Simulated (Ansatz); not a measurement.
The system is CuO.

```
Cu O
1.0
     0.00000    2.32725    2.32725
     2.32725    0.00000    2.32725
     2.32725    2.32725    0.00000
Cu O
1 1
Cartesian
  0.0000 0.0000 0.0000
  1.1636 1.1636 1.1636
```

Measurements of this composition are mostly on another form, of space group No. 15.

* Program: Ansatz 0.2.0
* Task: relaxation of cell and atoms
* Functional: PBE
* Dispersion: D3(BJ)
* Potentials or basis: Ansatz PAW
* Cutoff: 420 eV (not typed: the program's choice for these potentials)
* k mesh: 10 × 10 × 10
* Occupations: fermi-dirac, width 0.05 eV
* Spin: no spin polarisation

At the start: volume 12.60 Å³/atom.

Problem. Where does the relaxation end?

Solution. It ends after 8 steps and the volume is 11.29 Å³/atom (-10.5 %); space group F-43m (No. 216, to 0.05 Å).

The path:
| step | energy change (eV) | largest force (eV/Å) | volume (Å³) |
| --- | --- | --- | --- |
| 1 | 0.0000 | 0.0000 | 25.21 |
| 2 | -0.0854 | 0.0000 | 23.92 |
| 3 | -0.1203 | 0.0000 | 22.39 |
| 4 | -0.1204 | 0.0000 | 22.67 |
| 5 | -0.1206 | 0.0000 | 22.65 |
| 6 | -0.1142 | 0.0000 | 22.65 |
| 7 | -0.1146 | 0.0000 | 22.57 |
| 8 | -0.1143 | 0.0000 | 22.57 |

Final structure:
```
Cu O
1.0
     0.00000    2.24317    2.24317
     2.24317    0.00000    2.24317
     2.24317    2.24317    0.00000
Cu O
1 1
Cartesian
  0.0000 0.0000 0.0000
  1.1216 1.1216 1.1216
```

Caveat: the plane-wave basis is chosen anew once the cell has moved, so the energies of steps on either side of that aren't comparable; the pressure holds a Pulay correction of +0.6 GPa for the finite cutoff; an odd number of electrons without spin polarisation forces a metal; a magnetic or distorted state may lie lower; the run has no spin polarisation, though such a crystal can be magnetic; pairwise dispersion overbinds metals, which lowers pressure and volume.
